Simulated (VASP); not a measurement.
# Mn (P6_3/mmc) in VASP: a series of runs

The runs below take Mn through single point, with PBE.

Program: VASP 6.6.1. These are calculated values, not measurements. Logs are shortened: lines on timing, memory, paths and dates and some standing lists are left out, and cuts for length are marked.

**1. The crystal as given**

The structure is hexagonal, space group P6_3/mmc (No. 194). The conventional cell has a = 2.484 Å, b = 2.484 Å, c = 4.026 Å, α = 90.00°, β = 90.00°, γ = 120.00°. Around Mn (site symmetry -6m2) lie 12 Mn at 2.47 to 2.48 Å.

This isn't the form of Mn at room conditions, which is a 58-atom cubic cell.

**2. Single point, PBE, collinear spin, ferromagnetic start**

The input, INCAR:

```
PREC = Accurate
ENCUT = 460
EDIFF = 1E-6
ISMEAR = 1
SIGMA = 0.1
LREAL = F
LASPH = T
NELM = 100
ALGO = Normal
ISIF = 2
LWAVE = F
LCHARG = F
ISPIN = 2
MAGMOM = 4 4
LORBIT = 11
LMAXMIX = 4
GGA = PE
ADDGRID = F
```

The input, KPOINTS:

```
regular mesh
0
Gamma
  9 9 5
```

The input, POSCAR:

```
Mn
1.0
    2.4836457705      0.0000000000      0.0000000000
   -1.2418228853      2.1509003313      0.0000000000
    0.0000000000      0.0000000000      4.0261950000
Mn
2
Direct
    0.3333333333      0.6666666667      0.2500000000
    0.6666666667      0.3333333333      0.7500000000
```

Potentials or basis: VASP PAW PBE potentials, release 64 (Mn_pv).

The run is started by

```
cat potpaw_PBE.64/Mn_pv/POTCAR > POTCAR
mpirun -np 1 vasp_std > vasp.out
```

OUTCAR:

```text
PREC = Accurate
   ENCUT = 460
   EDIFF = 1E-6
   ISMEAR = 1
   LREAL = F
   LASPH = T
   NELM = 100
   ISIF = 2
   ISPIN = 2
   LORBIT = 11
   GGA = PE

 Found     36 irreducible k-points:

 Following reciprocal coordinates:
            Coordinates               Weight
  0.000000  0.000000  0.000000      1.000000
  0.111111  0.000000  0.000000      6.000000
  0.222222  0.000000  0.000000      6.000000
  0.333333  0.000000  0.000000      6.000000
  0.444444  0.000000  0.000000      6.000000
  0.111111  0.111111  0.000000      6.000000
   k-points           NKPTS =     36   k-points in BZ     NKDIM =     36   number of bands    NBANDS=     21
   number of dos      NEDOS =    301   number of ions     NIONS =      2
   total plane-waves  NPLWV =   9072
   dimension x,y,z NGX =    18 NGY =   18 NGZ =   28
   dimension x,y,z NGXF=    36 NGYF=   36 NGZF=   56
   ions per type =               2
   NGX,Y,Z   is equivalent  to a cutoff of  12.05, 12.05, 11.56 a.u.
   NGXF,Y,Z  is equivalent  to a cutoff of  24.10, 24.10, 23.12 a.u.
 SYSTEM =  unknown system
   PREC   = accura    normal or accurate (medium, high low for compatibility)
   ISTART =      0    job   : 0-new  1-cont  2-samecut
   ICHARG =      2    charge: 1-file 2-atom 10-const
   ISPIN  =      2    spin polarized calculation?
   LNONCOLLINEAR =      F non collinear calculations
   LSORBIT =      F    spin-orbit coupling
   LASPH  =      T    aspherical Exc in radial PAW
   ENCUT  =  460.0 eV  33.81 Ry    5.81 a.u.   4.34  4.34  7.04*2*pi/ulx,y,z
   NELM   =    100;   NELMIN=  2; NELMDL= -5     # of ELM steps
   EDIFF  = 0.1E-05   stopping-criterion for ELM
   LREAL  =      F    real-space projection
   EDIFFG = 0.1E-04   stopping-criterion for IOM
   NSW    =      0    number of steps for IOM
   IBRION =     -1    ionic relax: 0-MD 1-quasi-New 2-CG
   NFREE  =      0    steps in history (QN), initial steepest desc. (CG)
   ISIF   =      2    stress and relaxation
   ISYM   =      2    0-nonsym 1-usesym 2-fastsym
   POTIM  = 0.5000    time-step for ionic-motion
   TEBEG  =    0.0;   TEEND  =   0.0 temperature during run
   PSTRESS=    0.0 pullay stress
   NELECT =      26.0000    total number of electrons
   NUPDOWN=      -1.0000    fix difference up-down
   EMIN   =  10.00;   EMAX   =-10.00  energy-range for DOS
   EFERMI =   0.00;   METHOD = LEGACY
   ISMEAR =     1;   SIGMA  =   0.10  broadening in eV -4-tet -1-fermi 0-gaus
   EFERMI_NEDOS =   21; number of points for ismear=-14 and -15
   IALGO  =     38    algorithm
   IMIX   =      4    mixing-type and parameters
     AMIX     =   0.40;   BMIX     =  1.00
     AMIX_MAG =   1.60;   BMIX_MAG =  1.00
  volume/ion in A,a.u.               =      10.75        72.57
  Fermi-wavevector in a.u.,A,eV,Ry     =   1.743938  3.295565 41.379665  3.041320
  Thomas-Fermi vector in A             =   2.815914
   LORBIT       =     11    0 simple, 1 ext, 2 COOP (PROOUT), +10 PAW based schemes
   GGA     = PE    functional components
   LHFCALC =     F    Hartree Fock is set to
   AEXX    =    0.0000 exact exchange contribution
   IVDW    =     0    specifies the selected vdW correction
   LEPSILON=     F    determine dielectric tensor
   LRPA    =     F    only Hartree local field effects (RPA)
 spin polarized calculation
 Methfessel and Paxton  Order N= 1 SIGMA  =   0.10
  energy-cutoff  :      460.00
  volume of cell :       21.51
 maximum number of plane-waves:       513
 NGX is ok and might be reduce to    18
   NGX =  9   NGY =  9   NGZ = 15

 number of electron      26.0000014 magnetization       0.0000684

 number of electron      26.0000014 magnetization      -0.0000555

 Free energy of the ion-electron system (eV)
  ---------------------------------------------------
  ext. energy  EPLUGINS =         0.00000000
  ---------------------------------------------------
  free energy    TOTEN  =       -17.88091664 eV

  energy without entropy =      -17.87941789  energy(sigma->0) =      -17.88041706

 E-fermi :  10.3312     XC(G=0): -14.0155

 val. band max:       10.3130958996   @ k =   0.3333   0.2222   0.4000
 cond. band min:      10.3423288993   @ k =   0.1111   0.0000   0.0000
 fundamental gap:      0.0292329997
 Fermi energy:        10.3311774358

 spin component 1

 k-point     1 :       0.0000    0.0000    0.0000
  band No.  band energies     occupation
      1     -37.9258      1.00000
      2     -37.2526      1.00000
      3     -37.2526      1.00000
      4     -37.1569      1.00000
      5     -37.1496      1.00000
      6     -37.1496      1.00000
[... 13 lines left out ...]
     20      31.1198      0.00000
     21      34.3625      0.00000

 k-point     2 :       0.1111    0.0000    0.0000
  band No.  band energies     occupation
      1     -37.8958      1.00000
      2     -37.3187      1.00000
      3     -37.2733      1.00000
      4     -37.2175      1.00000
      5     -37.1682      1.00000
      6     -37.1594      1.00000
[... 13 lines left out ...]
     20      29.9986      0.00000
     21      32.7941      0.00000

 k-point     3 :       0.2222    0.0000    0.0000
  band No.  band energies     occupation
      1     -37.8131      1.00000
      2     -37.4874      1.00000
      3     -37.3850      1.00000
      4     -37.3243      1.00000
      5     -37.2034      1.00000
      6     -37.1863      1.00000
[... 13 lines left out ...]
     20      26.0068      0.00000
     21      30.5233      0.00000

 k-point     4 :       0.3333    0.0000    0.0000
  band No.  band energies     occupation
      1     -37.7007      1.00000
      2     -37.6814      1.00000
      3     -37.5682      1.00000
      4     -37.3800      1.00000
      5     -37.2612      1.00000
      6     -37.2193      1.00000
[... 13 lines left out ...]
     20      22.4029      0.00000
     21      27.9801      0.00000

 k-point     5 :       0.4444    0.0000    0.0000
  band No.  band energies     occupation
      1     -37.8085      1.00000
      2     -37.6839      1.00000
      3     -37.6018      1.00000
      4     -37.4154      1.00000
      5     -37.3246      1.00000
      6     -37.2412      1.00000
[... 13 lines left out ...]
     20      22.2795      0.00000
     21      25.5422      0.00000

 k-point     6 :       0.1111    0.1111    0.0000
  band No.  band energies     occupation
      1     -37.8392      1.00000
      2     -37.4181      1.00000
      3     -37.3710      1.00000
      4     -37.2790      1.00000
      5     -37.1916      1.00000
      6     -37.1902      1.00000
[... 13 lines left out ...]
     20      27.9305      0.00000
     21      29.0118      0.00000

 [... further k-points ...]

 spin component 2

 k-point     1 :       0.0000    0.0000    0.0000
  band No.  band energies     occupation
      1     -37.9259      1.00000
      2     -37.2526      1.00000
      3     -37.2526      1.00000
      4     -37.1570      1.00000
      5     -37.1496      1.00000
      6     -37.1496      1.00000
[... 13 lines left out ...]
     20      31.1199      0.00000
     21      34.3583      0.00000

 k-point     2 :       0.1111    0.0000    0.0000
  band No.  band energies     occupation
      1     -37.8959      1.00000
      2     -37.3187      1.00000
      3     -37.2733      1.00000
      4     -37.2175      1.00000
      5     -37.1682      1.00000
      6     -37.1594      1.00000
[... 13 lines left out ...]
     20      29.9986      0.00000
     21      32.7941      0.00000

 k-point     3 :       0.2222    0.0000    0.0000
  band No.  band energies     occupation
      1     -37.8131      1.00000
      2     -37.4874      1.00000
      3     -37.3850      1.00000
      4     -37.3243      1.00000
      5     -37.2034      1.00000
      6     -37.1863      1.00000
[... 13 lines left out ...]
     20      26.0069      0.00000
     21      30.5233      0.00000

 k-point     4 :       0.3333    0.0000    0.0000
  band No.  band energies     occupation
      1     -37.7008      1.00000
      2     -37.6813      1.00000
      3     -37.5682      1.00000
      4     -37.3800      1.00000
      5     -37.2613      1.00000
      6     -37.2193      1.00000
[... 13 lines left out ...]
     20      22.4029      0.00000
     21      27.9801      0.00000

 k-point     5 :       0.4444    0.0000    0.0000
  band No.  band energies     occupation
      1     -37.8085      1.00000
      2     -37.6839      1.00000
      3     -37.6018      1.00000
      4     -37.4154      1.00000
      5     -37.3247      1.00000
      6     -37.2412      1.00000
[... 13 lines left out ...]
     20      22.2795      0.00000
     21      25.5422      0.00000

 k-point     6 :       0.1111    0.1111    0.0000
  band No.  band energies     occupation
      1     -37.8392      1.00000
      2     -37.4181      1.00000
      3     -37.3710      1.00000
      4     -37.2790      1.00000
      5     -37.1916      1.00000
      6     -37.1902      1.00000
[... 13 lines left out ...]
     20      27.9305      0.00000
     21      29.0118      0.00000

 [... further k-points ...]

------------------------ aborting loop because EDIFF is reached ----------------------------------------

  FORCE on cell =-STRESS in cart. coord.  units (eV):
  Direction    XX          YY          ZZ          XY          YZ          ZX
  --------------------------------------------------------------------------------------
  -------------------------------------------------------------------------------------
  Total       -0.1854803     -0.1854803     -0.4431405      0.0000000      0.0000000      0.0000000
  in kB      -13.8166791    -13.8166791    -33.0101333      0.0000000      0.0000000      0.0000000
  external PRESSURE =     -20.2144972 kB  Pullay stress =       0.0000000 kB

 VOLUME and BASIS-vectors are now :
 -----------------------------------------------------------------------------
  energy-cutoff  :      460.00
  volume of cell :       21.51
      direct lattice vectors                 reciprocal lattice vectors
     2.483645770  0.000000000  0.000000000     0.402633907  0.232460795  0.000000000
    -1.241822885  2.150900331  0.000000000     0.000000000  0.464921589  0.000000000
     0.000000000  0.000000000  4.026195000     0.000000000  0.000000000  0.248373464

 POSITION                                       TOTAL-FORCE (eV/Angst)
 -----------------------------------------------------------------------------------
     -0.00000      1.43393      1.00655         0.000000      0.000000      0.000000
      1.24182      0.71697      3.01965        -0.000000     -0.000000      0.000000
 -----------------------------------------------------------------------------------
    total drift:                               -0.000000      0.000000     -0.000000

  FREE ENERGIE OF THE ION-ELECTRON SYSTEM (eV)
  ---------------------------------------------------
  free  energy   TOTEN  =       -17.8809166439 eV

  energy  without entropy=      -17.8794178881  energy(sigma->0) =      -17.88041706

 total charge

# of ion       s       p       d       tot
------------------------------------------
    1        0.427   6.401   5.157  11.984
    2        0.427   6.401   5.157  11.984
--------------------------------------------------
tot          0.853  12.801  10.313  23.968

 magnetization (x)

# of ion       s       p       d       tot
------------------------------------------
    1       -0.000  -0.000  -0.000  -0.000
    2       -0.000  -0.000  -0.000  -0.000
--------------------------------------------------
tot         -0.000  -0.000  -0.000  -0.000
```

It took 52 s on 1 thread of AMD EPYC, shared host; peak memory 0.11 GiB.

These settings aren't checked as converged: the numbers below hold their error.

What came out:

| Item | Value |
| --- | --- |
| Free energy | -17.8809 eV |
| Pressure | -2.0 GPa |
| Band gap on the k mesh | none (metal or under the smearing width) |
| Net moment | 0.00 μB per cell |
| Valence electrons inside the program's atomic spheres | Mn 11.98 |

Caveat: the starting moments collapsed, and a magnetic state may lie lower.

[end of part 1 of 2]
